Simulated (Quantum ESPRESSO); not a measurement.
# KI (Fm-3m) in Quantum ESPRESSO: notebook

Runs on KI. Level: LDA. Tasks: band structure, single point, equation of state.

All numbers are computed with Quantum ESPRESSO 7.5; they aren't measurements. Logs are shortened: lines on timing, memory, paths and dates and some standing lists are left out, and cuts for length are marked.

**The experiment to reproduce.**

A printed reference work, monograph reports, for a bulk crystal of KI: band gap 6.32 eV.

The results are compared with them further down.

### 1 The structure

The structure is cubic, space group Fm-3m (No. 225). The conventional cell has a = 7.066 Å, b = 7.066 Å, c = 7.066 Å, α = 90.00°, β = 90.00°, γ = 90.00°. I (site symmetry m-3m) has 6 K at 3.53 Å as nearest neighbours. K (site symmetry m-3m) is surrounded by 6 I at 3.53 Å.

### 2 Band structure, LDA

Contents of pw.in:

```
&CONTROL
  calculation = 'scf'
  prefix = 'pwscf'
  outdir = './tmp'
  pseudo_dir = './pseudo'
  tprnfor = .true.
  tstress = .true.
  disk_io = 'low'
/
&SYSTEM
  ibrav = 0
  A = 4.99609832
  nat = 2
  ntyp = 2
  ecutwfc = 72
  nbnd = 14
  occupations = 'smearing'
  smearing = 'fd'
  degauss = 0.00367493
/
&ELECTRONS
  conv_thr = 4d-10
  electron_maxstep = 120
  mixing_beta = 0.5
/
ATOMIC_SPECIES
I    126.9045 I.upf
K     39.0983 K.upf
CELL_PARAMETERS alat
   0.0000000000    0.7071067809    0.7071067809
   0.7071067809    0.0000000000    0.7071067809
   0.7071067809    0.7071067809    0.0000000000
ATOMIC_POSITIONS alat
I      0.7071067809    0.7071067809    0.7071067809
K      0.0000000000    0.0000000000    0.0000000000
K_POINTS automatic
7 7 7 0 0 0
```

Contents of bands.in:

```
&CONTROL
  calculation = 'bands'
  prefix = 'pwscf'
  outdir = './tmp'
  pseudo_dir = './pseudo'
  disk_io = 'low'
  verbosity = 'high'
/
&SYSTEM
  ibrav = 0
  A = 4.99609832
  nat = 2
  ntyp = 2
  ecutwfc = 72
  nbnd = 14
  occupations = 'smearing'
  smearing = 'fd'
  degauss = 0.00367493
/
&ELECTRONS
  conv_thr = 1d-08
  electron_maxstep = 120
  mixing_beta = 0.5
  diago_full_acc = .true.
/
ATOMIC_SPECIES
I    126.9045 I.upf
K     39.0983 K.upf
CELL_PARAMETERS alat
   0.0000000000    0.7071067809    0.7071067809
   0.7071067809    0.0000000000    0.7071067809
   0.7071067809    0.7071067809    0.0000000000
ATOMIC_POSITIONS alat
I      0.7071067809    0.7071067809    0.7071067809
K      0.0000000000    0.0000000000    0.0000000000
K_POINTS crystal
60
 0.0000000000  0.0000000000  0.0000000000 1
 0.0625000000  0.0000000000  0.0625000000 1
 0.1250000000  0.0000000000  0.1250000000 1
 0.1875000000  0.0000000000  0.1875000000 1
 0.2500000000  0.0000000000  0.2500000000 1
 0.3125000000  0.0000000000  0.3125000000 1
 0.3750000000  0.0000000000  0.3750000000 1
 0.4375000000  0.0000000000  0.4375000000 1
 0.5000000000  0.0000000000  0.5000000000 1
 0.5000000000  0.0625000000  0.5625000000 1
 0.5000000000  0.1250000000  0.6250000000 1
 0.5000000000  0.1875000000  0.6875000000 1
 0.5000000000  0.2500000000  0.7500000000 1
 0.4375000000  0.3125000000  0.7500000000 1
 0.3750000000  0.3750000000  0.7500000000 1
 0.3375000000  0.3375000000  0.6750000000 1
 0.3000000000  0.3000000000  0.6000000000 1
 0.2625000000  0.2625000000  0.5250000000 1
 0.2250000000  0.2250000000  0.4500000000 1
 0.1875000000  0.1875000000  0.3750000000 1
 0.1500000000  0.1500000000  0.3000000000 1
 0.1125000000  0.1125000000  0.2250000000 1
 0.0750000000  0.0750000000  0.1500000000 1
 0.0375000000  0.0375000000  0.0750000000 1
 0.0000000000  0.0000000000  0.0000000000 1
 0.0625000000  0.0625000000  0.0625000000 1
 0.1250000000  0.1250000000  0.1250000000 1
 0.1875000000  0.1875000000  0.1875000000 1
 0.2500000000  0.2500000000  0.2500000000 1
 0.3125000000  0.3125000000  0.3125000000 1
 0.3750000000  0.3750000000  0.3750000000 1
 0.4375000000  0.4375000000  0.4375000000 1
 0.5000000000  0.5000000000  0.5000000000 1
 0.5250000000  0.4500000000  0.5250000000 1
 0.5500000000  0.4000000000  0.5500000000 1
 0.5750000000  0.3500000000  0.5750000000 1
 0.6000000000  0.3000000000  0.6000000000 1
 0.6250000000  0.2500000000  0.6250000000 1
 0.5833333333  0.2500000000  0.6666666667 1
 0.5416666667  0.2500000000  0.7083333333 1
 0.5000000000  0.2500000000  0.7500000000 1
 0.5000000000  0.2857142857  0.7142857143 1
 0.5000000000  0.3214285714  0.6785714286 1
 0.5000000000  0.3571428571  0.6428571429 1
 0.5000000000  0.3928571429  0.6071428571 1
 0.5000000000  0.4285714286  0.5714285714 1
 0.5000000000  0.4642857143  0.5357142857 1
 0.5000000000  0.5000000000  0.5000000000 1
 0.4821428571  0.4821428571  0.5357142857 1
 0.4642857143  0.4642857143  0.5714285714 1
 0.4464285714  0.4464285714  0.6071428571 1
 0.4285714286  0.4285714286  0.6428571429 1
 0.4107142857  0.4107142857  0.6785714286 1
 0.3928571429  0.3928571429  0.7142857143 1
 0.3750000000  0.3750000000  0.7500000000 1
 0.6250000000  0.2500000000  0.6250000000 1
 0.5937500000  0.1875000000  0.5937500000 1
 0.5625000000  0.1250000000  0.5625000000 1
 0.5312500000  0.0625000000  0.5312500000 1
 0.5000000000  0.0000000000  0.5000000000 1
```

Potentials or basis: PseudoDojo 0.4.1 SR LDA standard.

Launch:

```
$ OMP_NUM_THREADS=1 pw.x -in pw.in > pw.out
$ OMP_NUM_THREADS=1 pw.x -in bands.in > bands.out
```

pw.out:

```text
This program is part of the open-source Quantum ESPRESSO suite
     for quantum simulation of materials; please cite
[... 9 lines left out ...]
     --------------------
     sticks:   dense  smooth     PW     G-vecs:    dense   smooth      PW
     Sum        1777    1777    511                49229    49229    7583

     Using Slab Decomposition

     bravais-lattice index     =            0
     lattice parameter (alat)  =       9.4413  a.u.
     unit-cell volume          =     595.0789 (a.u.)^3
     number of atoms/cell      =            2
     number of atomic types    =            2
     number of electrons       =        16.00
     number of Kohn-Sham states=           14
     kinetic-energy cutoff     =      72.0000  Ry
     charge density cutoff     =     288.0000  Ry
     scf convergence threshold =      4.0E-10
     mixing beta               =       0.5000
     number of iterations used =            8  plain     mixing
     Exchange-correlation= SLA  PW   NOGX NOGC
                           (   1   4   0   0   0   0   0)

     celldm(1)=   9.441258  celldm(2)=   0.000000  celldm(3)=   0.000000
     celldm(4)=   0.000000  celldm(5)=   0.000000  celldm(6)=   0.000000

     crystal axes: (cart. coord. in units of alat)
               a(1) = (   0.000000   0.707107   0.707107 )
               a(2) = (   0.707107   0.000000   0.707107 )
               a(3) = (   0.707107   0.707107   0.000000 )

     reciprocal axes: (cart. coord. in units 2 pi/alat)
               b(1) = ( -0.707107  0.707107  0.707107 )
               b(2) = (  0.707107 -0.707107  0.707107 )
               b(3) = (  0.707107  0.707107 -0.707107 )

     PseudoPot. # 1 for I  read from file:
     I.upf
     Pseudo is Norm-conserving + core correction, Zval =  7.0
     Generated using ONCVPSP code by D. R. Hamann
     Using radial grid of 1182 points,  6 beta functions with:
                l(1) =   0
                l(2) =   0
                l(3) =   1
                l(4) =   1
                l(5) =   2
                l(6) =   2

     PseudoPot. # 2 for K  read from file:
     K.upf
     Pseudo is Norm-conserving + core correction, Zval =  9.0
     Generated using ONCVPSP code by D. R. Hamann
     Using radial grid of 2170 points,  6 beta functions with:
                l(1) =   0
                l(2) =   0
                l(3) =   1
                l(4) =   1
                l(5) =   2
                l(6) =   2

     atomic species   valence    mass     pseudopotential
     I                 7.00   126.90450     I ( 1.00)
     K                 9.00    39.09830     K ( 1.00)

     48 Sym. Ops., with inversion, found

   Cartesian axes

     site n.     atom                  positions (alat units)
         1        I      tau(   1) = (   0.7071068   0.7071068   0.7071068  )
         2        K      tau(   2) = (   0.0000000   0.0000000   0.0000000  )

     number of k points=    20  Fermi-Dirac smearing, width (Ry)=  0.0037
                       cart. coord. in units 2pi/alat
        k(    1) = (   0.0000000   0.0000000   0.0000000), wk =   0.0058309
        k(    2) = (   0.1010153   0.1010153  -0.1010153), wk =   0.0466472
        k(    3) = (   0.2020305   0.2020305  -0.2020305), wk =   0.0466472
        k(    4) = (   0.3030458   0.3030458  -0.3030458), wk =   0.0466472
        k(    5) = (   0.2020305   0.0000000  -0.0000000), wk =   0.0349854
        k(    6) = (   0.3030458   0.1010153  -0.1010153), wk =   0.1399417
[... 12 lines left out ...]
        k(   19) = (  -0.1010153  -0.5050763   0.7071068), wk =   0.1399417
        k(   20) = (   0.0000000  -0.4040610   0.6060915), wk =   0.1399417

     Dense  grid:    49229 G-vectors     FFT dimensions: (  54,  54,  54)

     Initial potential from superposition of free atoms

     starting charge      15.9839, renormalised to      16.0000
     Starting wfcs are    9 randomized atomic wfcs +    5 random wfcs

     Self-consistent Calculation

     iteration #  1     ecut=    72.00 Ry     beta= 0.50
     Davidson diagonalization with overlap
[... 55 lines left out ...]
          k = 0.2020 0.2020-0.2020 (  6138 PWs)   bands (ev):

   -27.0778 -10.8744 -10.7633 -10.7633  -9.3220   0.1611   0.8851   0.8851
     6.0131   7.6052   8.1881   8.1881   9.0539   9.0539

          k = 0.3030 0.3030-0.3030 (  6173 PWs)   bands (ev):

   -27.0770 -10.9272 -10.7642 -10.7642  -9.2242  -0.2233   0.7727   0.7727
     6.3243   8.4137   8.8909   8.8909   9.6171   9.6171

          k = 0.2020 0.0000-0.0000 (  6130 PWs)   bands (ev):

   -27.0786 -10.7995 -10.7653 -10.7653  -9.4411   0.6860   1.0210   1.0210
     5.3356   6.9407   7.8977   7.8977   8.3098   8.6054

          k = 0.3030 0.1010-0.1010 (  6145 PWs)   bands (ev):

   -27.0779 -10.8469 -10.7681 -10.7665  -9.3561   0.2867   0.8742   0.9061
     6.0350   6.8412   8.3912   8.3972   8.7877   9.0540

          k = 0.4041 0.2020-0.2020 (  6149 PWs)   bands (ev):

   -27.0770 -10.8962 -10.7693 -10.7685  -9.2647  -0.0640   0.7021   0.7854
     6.4649   7.6290   8.6057   8.9289   9.3153   9.6140

          k =-0.2020-0.4041 0.4041 (  6143 PWs)   bands (ev):

   -27.0768 -10.9127 -10.7732 -10.7662  -9.2323  -0.1683   0.6427   0.7436
     6.6318   8.1077   8.5935   9.1177   9.4801   9.7645

          k =-0.1010-0.3030 0.3030 (  6136 PWs)   bands (ev):

   -27.0773 -10.8879 -10.7741 -10.7628  -9.2811   0.0231   0.7333   0.8079
     6.4887   7.5489   8.4003   8.4054   9.3749   9.5963

          k =-0.0000-0.2020 0.2020 (  6133 PWs)   bands (ev):

   -27.0782 -10.8381 -10.7693 -10.7610  -9.3778   0.4152   0.9168   0.9375
     5.8252   7.1450   7.8238   8.1721   8.7275   8.8906

          k = 0.4041 0.0000-0.0000 (  6134 PWs)   bands (ev):

   -27.0774 -10.8334 -10.7737 -10.7737  -9.3581   0.1949   0.8546   0.8546
     6.2548   6.2977   8.6655   8.9894   9.1781   9.1781

          k = 0.5051 0.1010-0.1010 (  6167 PWs)   bands (ev):

   -27.0767 -10.8440 -10.7799 -10.7758  -9.3264   0.0841   0.6734   0.7725
     6.2413   6.8909   8.5980   8.9704   9.8038   9.9653

          k =-0.1010-0.5051 0.5051 (  6135 PWs)   bands (ev):

   -27.0764 -10.8599 -10.7913 -10.7728  -9.2845   0.0884   0.4178   0.7207
     6.6469   7.7844   8.1014   9.3175   9.4436   9.8296

          k =-0.0000-0.4041 0.4041 (  6147 PWs)   bands (ev):

   -27.0766 -10.8786 -10.7895 -10.7671  -9.2643   0.0374   0.4682   0.7356
     7.1294   7.6480   7.9404   8.9821   9.3558   9.9718

          k = 0.6061-0.0000 0.0000 (  6150 PWs)   bands (ev):

   -27.0764 -10.8169 -10.7806 -10.7806  -9.3637   0.0736   0.7442   0.7442
     5.8590   6.6168   9.0143   9.1029  10.2100  10.4102

          k =-0.0000-0.6061 0.6061 (  6132 PWs)   bands (ev):

   -27.0762 -10.8083 -10.8022 -10.7793  -9.3444   0.1215   0.5616   0.7213
     6.0694   6.9092   9.0796   9.2134   9.4312  10.2868

          k = 0.4041 0.2020 0.0000 (  6162 PWs)   bands (ev):

   -27.0771 -10.8636 -10.7785 -10.7677  -9.3081   0.1022   0.7191   0.7843
     6.7170   6.7416   8.3913   8.9605   9.2029   9.5190

          k =-0.2020-0.4041 0.6061 (  6127 PWs)   bands (ev):

   -27.0766 -10.8754 -10.7837 -10.7726  -9.2706   0.0182   0.5284   0.6951
     6.9256   7.6158   7.9547   9.3169   9.5510   9.8029

          k =-0.1010-0.5051 0.7071 (  6131 PWs)   bands (ev):

   -27.0763 -10.8294 -10.7881 -10.7860  -9.3209   0.1330   0.5881   0.6143
     6.4075   7.1476   8.3462   9.3317   9.5337  10.3557

          k = 0.0000-0.4041 0.6061 (  6120 PWs)   bands (ev):

   -27.0763 -10.8372 -10.7983 -10.7828  -9.2955   0.2783   0.3043   0.6071
     6.9715   7.6178   7.7582   9.0495   9.7313  10.2022

     the Fermi energy is     3.6935 ev

!    total energy              =     -86.08753536 Ry
     estimated scf accuracy    <          5.5E-12 Ry
     smearing contrib. (-TS)   =      -0.00000000 Ry
     internal energy E=F+TS    =     -86.08753536 Ry

     The total energy is F=E-TS. E is the sum of the following terms:
     one-electron contribution =     -29.81028297 Ry
     hartree contribution      =      19.04885660 Ry
     xc contribution           =     -20.40243339 Ry
     ewald contribution        =     -54.92367559 Ry

     convergence has been achieved in   9 iterations

     Forces acting on atoms (cartesian axes, Ry/au):

     atom    1 type  1   force =    -0.00000000   -0.00000000    0.00000000
     atom    2 type  2   force =     0.00000000   -0.00000000    0.00000000

     Total force =     0.000000     Total SCF correction =     0.000000

     Computing stress (Cartesian axis) and pressure

          total   stress  (Ry/bohr**3)                   (kbar)     P=      -13.19
  -0.00008967   0.00000000   0.00000000          -13.19        0.00        0.00
   0.00000000  -0.00008967   0.00000000            0.00      -13.19        0.00
   0.00000000   0.00000000  -0.00008967            0.00        0.00      -13.19

=------------------------------------------------------------------------------=
   JOB DONE.
=------------------------------------------------------------------------------=
```

Run time: 65 s. Hardware: 1 thread of Intel Xeon 6975P-C (Granite Rapids), shared host; peak memory 0.13 GiB.

Results:

```yaml
Free_energy: -1171.2806 eV
Pressure: -1.3 GPa
Band_gap_on_the_k_mesh: 3.60 eV, direct
Band_gap_along_the_path: 3.60 eV, direct
```

Levels at the corners of the path, in eV from the valence-band top:
```tsv
point	band 4	band 5	band 6	band 7	band 8	band 9	band 10	band 11	band 12	band 13
Γ	-11.87	-10.62	0.00	0.00	0.00	3.60	6.30	6.30	6.30	7.06
X	-11.89	-10.48	-1.04	-0.38	-0.38	4.70	5.48	7.96	8.50	8.50
W	-11.90	-10.41	-0.76	-0.76	-0.63	6.24	6.24	6.40	7.92	8.68
K	-11.88	-10.41	-0.89	-0.79	-0.40	5.38	6.38	7.38	8.04	8.38
Γ	-11.87	-10.62	0.00	0.00	0.00	3.60	6.30	6.30	6.30	7.06
L	-11.87	-10.32	-1.38	-0.35	-0.35	5.25	7.45	7.98	7.98	8.49
U	-11.88	-10.41	-0.89	-0.79	-0.40	5.38	6.38	7.38	8.04	8.38
W	-11.90	-10.41	-0.76	-0.76	-0.63	6.24	6.24	6.40	7.92	8.68
L	-11.87	-10.32	-1.38	-0.35	-0.35	5.25	7.45	7.98	7.98	8.49
K	-11.88	-10.41	-0.89	-0.79	-0.40	5.38	6.38	7.38	8.04	8.38
U	-11.88	-10.41	-0.89	-0.79	-0.40	5.38	6.38	7.38	8.04	8.38
X	-11.89	-10.48	-1.04	-0.38	-0.38	4.70	5.48	7.96	8.50	8.50
```

Caveat: spin-orbit coupling is left out, which moves the levels of the heavy elements.

### 3 Single point, LDA, 41.45 Å³/atom

Contents of pw.in:

```
&CONTROL
  calculation = 'scf'
  prefix = 'pwscf'
  outdir = './tmp'
  pseudo_dir = './pseudo'
  tprnfor = .true.
  tstress = .true.
  disk_io = 'nowf'
/
&SYSTEM
  ibrav = 0
  nat = 2
  ntyp = 2
  ecutwfc = 72
  nbnd = 14
  occupations = 'smearing'
  smearing = 'fd'
  degauss = 0.00367493
/
&ELECTRONS
  conv_thr = 4d-10
  electron_maxstep = 120
  mixing_beta = 0.5
/
ATOMIC_SPECIES
I    126.9045 I.upf
K     39.0983 K.upf
CELL_PARAMETERS angstrom
   0.0000000000    3.4606573152    3.4606573152
   3.4606573152    0.0000000000    3.4606573152
   3.4606573152    3.4606573152    0.0000000000
ATOMIC_POSITIONS crystal
I      0.5000000000    0.5000000000    0.5000000000
K      0.0000000000    0.0000000000    0.0000000000
K_POINTS automatic
7 7 7 0 0 0
```

Potentials or basis: PseudoDojo 0.4.1 SR LDA standard.

Launch:

```
$ OMP_NUM_THREADS=1 pw.x -in pw.in > pw.out
```

Wall time 15 s (1 thread of Intel Xeon 6975P-C (Granite Rapids), shared host); peak memory 0.1 GiB.

It converged, with:

```yaml
Free_energy: -1171.3137 eV
Pressure: -0.7 GPa
Band_gap_on_the_k_mesh: 3.75 eV, direct
```

Caveat: spin-orbit coupling is left out, which moves the levels of the heavy elements.

(Continued in part 2 of 2.)
